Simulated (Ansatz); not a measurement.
**¹⁷O NMR of the central transition in SiO2 at a changed volume**

Cell: a computed structure from the Materials Project (it need not be an observed phase), relaxed with PBE at fixed cell and then changed (volume scaled by 0.98).

Space group P2_13 (No. 198); a = 7.0342 Å.

| site | Wyckoff | site symmetry | x | y | z |
| --- | --- | --- | --- | --- | --- |
| Si1 | 4a | .3. | 0.9771 | 0.5229 | 0.4771 |
| Si5 | 4a | .3. | 0.7142 | 0.7858 | 0.2142 |
| O9 | 12b | 1 | 0.8607 | 0.3328 | 0.5326 |
| O17 | 4a | .3. | 0.1542 | 0.1542 | 0.1542 |

One atom of each set is listed.

Level of theory: DFT, PBE, plane waves and PAW (field gradients read without the response of the frozen cores, which leaves them typically 4 to 6 % off), scalar-relativistic, 420 eV cutoff, Γ-centred 3×3×3 k-points, Fermi–Dirac smearing 0.02 eV (Ansatz 0.2.0).

¹⁷O has I = 5/2 and Q = -25.58 mb (Pyykkö 2018); at 14.1 T its Larmor frequency is ν₀ = 81.4 MHz. Only the quadrupole interaction is simulated: positions count from each site's isotropic chemical shift, and J coupling is left out, as are shift anisotropy and dipolar coupling, which fast spinning averages.

**Question.** What does the ¹⁷O spectrum (fast magic-angle spinning) show for each site?

**Answer.** 

```
site                      first shell  C_Q (MHz)     η  P_Q (MHz)  δ_QIS (ppm)  breadth (kHz)
  O9  2 Si at 1.61–1.62 Å, angle 142°      -5.81  0.21       5.85        -31.0           5.70
 O17       2 Si at 1.60 Å, angle 180°      -6.52  0.00       6.52        -38.5           6.72
```

δ_QIS = −(ν_Q²/30ν₀²)[I(I+1) − 3/4](1 + η²/3) × 10⁶ ppm with ν_Q = 3|C_Q|/[2I(2I−1)]; it falls as 1/B₀² in ppm, and the breadth as 1/B₀ in kHz.

An axis of threefold or higher order runs through O17, so V_zz lies along it and η is zero. At O9 V_zz runs parallel to the line that joins its two neighbours (within 1°).

Hardware: 1 thread of Intel Xeon Platinum 8259CL CPU @ 2.50GHz (Skylake/Cascade Lake) (x86_64; 16 cores open to the job, memory cap 3.0 GiB, no GPU), a shared host with a load of 0.3 a core. Wall time 14 s, CPU time 14 s, peak memory 0.57 GiB.
